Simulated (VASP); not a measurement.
# Hf (P6_3/mmc) in VASP: a series of runs

One crystal, Hf, is run at these levels: LDA; tasks: relaxation of cell and atoms.

Everything below comes from runs of VASP 6.6.1. Logs are shortened: lines on timing, memory, paths and dates and some standing lists are left out, and cuts for length are marked.

**1. The structure**

It takes space group P6_3/mmc (No. 194, hexagonal). Conventional cell: a = 3.122 Å, b = 3.122 Å, c = 4.932 Å, α = 90.00°, β = 90.00°, γ = 120.00°. Hf (site symmetry -6m2) has 12 Hf at 3.05 to 3.12 Å as nearest neighbours.

**2. Relaxation of cell and atoms, LDA, target pressure 0.0001 GPa, at which the enthalpy is minimised**

INCAR reads:

```
PREC     = Accurate       # precision mode
ENCUT    = 350            # plane-wave cutoff, eV
EDIFF    = 1E-7           # SCF threshold, eV
ISMEAR   = 0              # smearing method
SIGMA    = 0.1            # smearing width, eV
LREAL    = F              # projectors in reciprocal space
LASPH    = T              # aspherical terms in the spheres
NELM     = 80             # most SCF steps
ALGO     = Normal         # electronic algorithm
ISIF     = 3              # what is computed and relaxed
LWAVE    = F              # write WAVECAR
LCHARG   = F              # write CHGCAR
IBRION   = 2              # ionic algorithm
NSW      = 80             # ionic steps
EDIFFG   = -0.002         # ionic threshold
PSTRESS  = 0.001
```

KPOINTS reads:

```
regular mesh
0
Gamma
  9 9 4
```

POSCAR reads:

```
Hf                                      
1.0
    3.1215966132      0.0000000000      0.0000000000
   -1.5607983066      2.7033819851     -0.0000000000
    0.0000000000      0.0000000000      4.9316024719
  Hf            
     2
Direct
     0.3333333300000021    0.6666666699999979    0.2500000000000000
     0.6666666699999979    0.3333333300000021    0.7500000000000000
```

Potentials or basis: VASP PAW LDA potentials, release 64 (Hf_pv).

On the command line:

```sh
$ cat potpaw_LDA.64/Hf_pv/POTCAR > POTCAR
$ mpirun -np 1 vasp_std > vasp.out
```

OUTCAR:

```text
PREC = Accurate
   ENCUT = 350
   EDIFF = 1E-7
   ISMEAR = 0
   LREAL = F
   LASPH = T
   NELM = 80
   ISIF = 3
   IBRION = 2
   NSW = 80
   EDIFFG = -0.002
   PSTRESS = 0.001

 ion  position               nearest neighbor table
   1  0.333  0.667  0.250-   2 3.05   2 3.05   2 3.05   2 3.05   2 3.05   2 3.05
   2  0.667  0.333  0.750-   1 3.05   1 3.05   1 3.05   1 3.05   1 3.05   1 3.05

  LATTYP: Found a hexagonal cell.
 ALAT       =     3.1215966132
 C/A-ratio  =     1.5798333619

  Lattice vectors:

 A1 = (   3.1215966132,   0.0000000000,   0.0000000000)
 A2 = (  -1.5607983066,   2.7033819851,   0.0000000000)
 A3 = (   0.0000000000,   0.0000000000,   4.9316024719)

Analysis of symmetry for initial positions (statically):
=====================================================================
 Subroutine PRICEL returns:
 Original cell was already a primitive cell.

 Routine SETGRP: Setting up the symmetry group for a
 hexagonal supercell.

 Subroutine GETGRP returns: Found 24 space group operations
 (whereof 12 operations were pure point group operations)
 out of a pool of 24 trial point group operations.

The static configuration has the point symmetry D_3d.
 The point group associated with its full space group is D_6h.

Analysis of symmetry for dynamics (positions and initial velocities):
=====================================================================
 Subroutine PRICEL returns:
 Original cell was already a primitive cell.

 Routine SETGRP: Setting up the symmetry group for a
 hexagonal supercell.

 Subroutine GETGRP returns: Found 24 space group operations
 (whereof 12 operations were pure point group operations)
 out of a pool of 24 trial point group operations.

The dynamic configuration has the point symmetry D_3d.
 The point group associated with its full space group is D_6h.

 Subroutine INISYM returns: Found 24 space group operations
 (whereof 12 operations are pure point group operations),
 and found     1 'primitive' translations

----------------------------------------------------------------------------------------

                                     Primitive cell

  volume of cell :      41.6171

[... 100 lines left out ...]
   NUPDOWN=      -1.0000    fix difference up-down
   EMIN   =  10.00;   EMAX   =-10.00  energy-range for DOS
   EFERMI =   0.00;   METHOD = LEGACY
   ISMEAR =     0;   SIGMA  =   0.10  broadening in eV -4-tet -1-fermi 0-gaus
   EFERMI_NEDOS =   21; number of points for ismear=-14 and -15
   IALGO  =     38    algorithm
   IMIX   =      4    mixing-type and parameters
     AMIX     =   0.40;   BMIX     =  1.00
     AMIX_MAG =   1.60;   BMIX_MAG =  1.00
  volume/ion in A,a.u.               =      20.81       140.42
  Fermi-wavevector in a.u.,A,eV,Ry     =   1.282313  2.423220 22.372425  1.644327
  Thomas-Fermi vector in A             =   2.414632
   LORBIT       =      0    0 simple, 1 ext, 2 COOP (PROOUT), +10 PAW based schemes
   GGA     = CA    functional components
   LHFCALC =     F    Hartree Fock is set to
   AEXX    =    0.0000 exact exchange contribution
   IVDW    =     0    specifies the selected vdW correction
   LEPSILON=     F    determine dielectric tensor
   LRPA    =     F    only Hartree local field effects (RPA)
 conjugate gradient relaxation of ions
 non-spin polarized calculation
 Gauss-broadening in eV      SIGMA  =   0.10
  energy-cutoff  :      350.00
  volume of cell :       41.62
 maximum number of plane-waves:       640
 NGX is ok and might be reduce to    20
   NGX =  9   NGY =  9   NGZ = 15

--------------------------------------- Ionic step        1  -------------------------------------------

 number of electron      20.0000004 magnetization

 Free energy of the ion-electron system (eV)
  ---------------------------------------------------
  ext. energy  EPLUGINS =         0.00000000
  ---------------------------------------------------
  free energy    TOTEN  =       -21.40876887 eV

  energy without entropy =      -21.40262376  energy(sigma->0) =      -21.40569632

------------------------ aborting loop because EDIFF is reached ----------------------------------------

  FORCE on cell =-STRESS in cart. coord.  units (eV):
  Direction    XX          YY          ZZ          XY          YZ          ZX
  --------------------------------------------------------------------------------------
  -------------------------------------------------------------------------------------
  Total        0.0120533      0.0120533      0.0065945      0.0000000      0.0000000      0.0000000
  in kB        0.4640283      0.4640283      0.2538765      0.0000000      0.0000000      0.0000000
  external PRESSURE =       0.3929777 kB  Pullay stress =       0.0010000 kB
[... 253 lines left out ...]
--------------------------------------- Ionic step        8  -------------------------------------------

 number of electron      20.0000004 magnetization

 Free energy of the ion-electron system (eV)
  ---------------------------------------------------
  ext. energy  EPLUGINS =         0.00000000
  ---------------------------------------------------
  free energy    TOTEN  =       -21.40877164 eV

  energy without entropy =      -21.40264707  energy(sigma->0) =      -21.40570936

 E-fermi :   5.2919     XC(G=0): -11.8030

 val. band max:        5.2808602550   @ k =   0.2222   0.2222   0.5000
 cond. band min:       5.4143637490   @ k =   0.3333   0.2222   0.2500
 fundamental gap:      0.1335034940
 Fermi energy:         5.2919424317

 k-point     1 :       0.0000    0.0000    0.0000
  band No.  band energies     occupation
      1     -25.6040      2.00000
      2     -24.6506      2.00000
      3     -24.6506      2.00000
      4     -24.4857      2.00000
      5     -24.4857      2.00000
      6     -24.4774      2.00000
      7      -2.2426      2.00000
      8       1.3780      2.00000
      9       6.4076      0.00000
     10       6.4259      0.00000
     11       6.4259      0.00000
     12       6.7542      0.00000
     13       7.3239      0.00000
     14       7.3239      0.00000
[... 377 lines left out ...]
      1     -25.2546      2.00000
      2     -25.2546      2.00000
      3     -25.2046      2.00000
      4     -24.9469      2.00000
      5     -24.7543      2.00000
      6     -24.7543      2.00000
      7       3.2063      2.00000
      8       3.4530      2.00000
      9       3.4530      2.00000
     10       3.9218      2.00000
     11       5.4173      0.07634
     12       5.4173      0.07634
     13       7.4381      0.00000
     14       9.6290      0.00000

 [... further k-points ...]
[... 5 lines left out ...]
  --------------------------------------------------------------------------------------
  -------------------------------------------------------------------------------------
  Total       -0.0006982     -0.0006982     -0.0023536      0.0000000      0.0000000      0.0000000
  in kB       -0.0268656     -0.0268656     -0.0905705      0.0000000      0.0000000      0.0000000
  external PRESSURE =      -0.0491006 kB  Pullay stress =       0.0010000 kB
[... 21 lines left out ...]
  energy  without entropy=      -21.4026470736  energy(sigma->0) =      -21.40570936

  enthalpy is  TOTEN    =       -21.4087456570 eV   P V=        0.0000259869

 reached required accuracy - stopping structural energy minimisation
```

CONTCAR:

```text
Hf
   1.00000000000000
     3.1221975372162971   -0.0000000000000000    0.0000000000000000
    -1.5610987686081486    2.7039024005741079   -0.0000000000000000
     0.0000000000000000   -0.0000000000000000    4.9318977934560628
  Hf
     2
Direct
     0.3333333300000021    0.6666666699999979    0.2500000000000000
     0.6666666699999979    0.3333333300000021    0.7500000000000000

  0.00000000E+00  0.00000000E+00  0.00000000E+00
  0.00000000E+00  0.00000000E+00  0.00000000E+00
```

Run time: 16 s. Hardware: 1 thread of Intel Xeon 6975P-C (Granite Rapids), shared host; peak memory 0.12 GiB.

What came out:

- Free energy: -21.4088 eV
- Relaxed volume: 20.82 Å³/atom
- Relaxed cell: a = 3.122 Å, b = 3.122 Å, c = 4.932 Å, α = 90.00°, β = 90.00°, γ = 120.00°
- Space group after relaxing (to 0.05 Å): P6_3/mmc (No. 194)
- Energy change on relaxing (the enthalpy is what falls): -0.0 meV/atom
- Ionic steps: 8
- Pressure after relaxing: 0.0 GPa
- Band gap on the k mesh: none (metal or under the smearing width)

Final structure:
```yaml
crystal:
  lattice:
    - [3.12220, 0.00000, 0.00000]
    - [-1.56110, 2.70390, 0.00000]
    - [0.00000, 0.00000, 4.93190]
  atoms:
    - { symbol: Hf, position: [0.33333, 0.66667, 0.25000] }
    - { symbol: Hf, position: [0.66667, 0.33333, 0.75000] }
```

Caveat: the cell is relaxed towards a set pressure, so the enthalpy falls and the energy may rise. The run has no spin-orbit coupling, so splittings on Hf are missing.

**3. Relaxation of cell and atoms, LDA, target pressure 100 GPa, at which the enthalpy is minimised**

This run uses another cell than the first one, of 14.72 Å³/atom, 0.707 times its volume.

Changes to INCAR since step 2:

```diff
@@ -15,2 +15,2 @@
 EDIFFG   = -0.002         # ionic threshold
-PSTRESS  = 0.001
+PSTRESS  = 1000
```

KPOINTS is that of step 2.

POSCAR reads:

```
Hf                                      
1.0
    2.7407706602      0.0000000000      0.0000000000
   -1.3703853300      2.3735770275      0.0000000000
    0.0000000000     -0.0000000000      4.5252709187
  Hf            
     2
Direct
     0.3333333300000021    0.6666666699999979    0.2500000000000000
     0.6666666699999979    0.3333333300000021    0.7500000000000000
```

Potentials or basis: VASP PAW LDA potentials, release 64 (Hf_pv).

On the command line:

```sh
$ cat potpaw_LDA.64/Hf_pv/POTCAR > POTCAR
$ mpirun -np 1 vasp_std > vasp.out
```

It took 21 s on 1 thread of Intel Xeon 6975P-C (Granite Rapids), shared host; peak memory 0.13 GiB.

Results (log left out):

```yaml
Free_energy: -18.0731 eV
Relaxed_volume: 13.72 Å³/atom
Relaxed_cell: a = 2.662 Å, b = 2.662 Å, c = 4.472 Å, α = 90.00°, β = 90.00°, γ = 120.00°
Space_group_after_relaxing_to_0.05_Å: P6_3/mmc (No. 194)
Energy_change_on_relaxing_the_enthalpy_is_what_falls: +543.2 meV/atom
Ionic_steps: 10
Pressure_after_relaxing: 100.0 GPa
Band_gap_on_the_k_mesh: none (metal or under the smearing width)
```

The path:
```
step  energy change (eV)  largest force (eV/Å)  pressure (GPa)  volume (Å³)
   1              0.0000                0.0000           74.99        29.44
   2              8.3897                0.0000          281.08        20.70
   3              0.9363                0.0000           96.80        27.69
   4              1.0445                0.0000           99.29        27.51
   5              1.0754                0.0000          100.01        27.46
   6              1.0954                0.0000          100.33        27.42
   7              1.1010                0.0000          100.38        27.41
   8              1.1022                0.0000          100.39        27.41
   9              1.0298                0.0000           98.63        27.53
  10              1.0863                0.0000           99.99        27.44
```

Final structure:
```
Hf
1.0
     2.66157    0.00000    0.00000
    -1.33078    2.30498    0.00000
     0.00000    0.00000    4.47224
Hf
2
Direct
  0.33333 0.66667 0.25000
  0.66667 0.33333 0.75000
```

Levels at points of the mesh, in eV from the Fermi level:
| k point | band 6 | band 7 | band 8 | band 9 | band 10 | band 11 | band 12 | band 13 | band 14 |
| --- | --- | --- | --- | --- | --- | --- | --- | --- | --- |
| (0.00, 0.00, 0.00) | -28.15 | -8.38 | -5.42 | 0.52 | 1.17 | 1.17 | 2.42 | 2.42 | 3.46 |
| (0.00, 0.00, 0.50) | -28.34 | -5.67 | -5.67 | -0.15 | -0.15 | 1.16 | 1.16 | 1.16 | 1.16 |

Caveat: the cell is relaxed towards a set pressure, so the enthalpy falls and the energy may rise.

**4. Relaxation of cell and atoms, LDA, target pressure 100 GPa, at which the enthalpy is minimised**

This run uses another cell than the first one, of 13.72 Å³/atom, 0.659 times its volume.

INCAR is that of step 3.

KPOINTS is that of step 3.

POSCAR reads:

```
Hf                                      
1.0
    2.6615670010      0.0000000001      0.0000000000
   -1.3307835003      2.3049846606     -0.0000000000
    0.0000000000      0.0000000000      4.4722385069
  Hf            
     2
Direct
     0.3333333300000021    0.6666666699999979    0.2500000000000000
     0.6666666699999979    0.3333333300000021    0.7500000000000000
```

On the command line:

```sh
$ cat potpaw_LDA.64/Hf_pv/POTCAR > POTCAR
$ mpirun -np 1 vasp_std > vasp.out
```

Wall time 5.4 s (1 thread of Intel Xeon 6975P-C (Granite Rapids), shared host); peak memory 0.11 GiB.

It converged, with:

```yaml
Free_energy: -18.0680 eV
Relaxed_volume: 13.72 Å³/atom
Relaxed_cell: a = 2.661 Å, b = 2.661 Å, c = 4.472 Å, α = 90.00°, β = 90.00°, γ = 120.00°
Space_group_after_relaxing_to_0.05_Å: P6_3/mmc (No. 194)
Energy_change_on_relaxing_the_enthalpy_is_what_falls: +1.0 meV/atom
Ionic_steps: 3
Pressure_after_relaxing: 100.0 GPa
Band_gap_on_the_k_mesh: none (metal or under the smearing width)
```

Step by step:
| step | energy change (eV) | largest force (eV/Å) | pressure (GPa) | volume (Å³) |
| --- | --- | --- | --- | --- |
| 1 | 0.0000 | 0.0000 | 99.95 | 27.44 |
| 2 | 0.0106 | 0.0000 | 100.20 | 27.42 |
| 3 | 0.0021 | 0.0000 | 100.01 | 27.43 |

Final structure:
```
Hf
1.0
     2.66144    0.00000    0.00000
    -1.33072    2.30488    0.00000
     0.00000    0.00000    4.47211
Hf
2
Direct
  0.33333 0.66667 0.25000
  0.66667 0.33333 0.75000
```

Levels at points of the mesh, in eV from the Fermi level:
| k point | band 8 | band 9 | band 10 | band 11 | band 12 | band 13 |
| --- | --- | --- | --- | --- | --- | --- |
| (0.00, 0.00, 0.00) | -5.42 | 0.52 | 1.17 | 1.17 | 2.42 | 2.42 |
| (0.00, 0.00, 0.50) | -5.67 | -0.15 | -0.15 | 1.16 | 1.16 | 1.16 |

Caveat: the cell is relaxed towards a set pressure, so the enthalpy falls and the energy may rise. Spin-orbit coupling is left out, which matters for the levels of Hf.
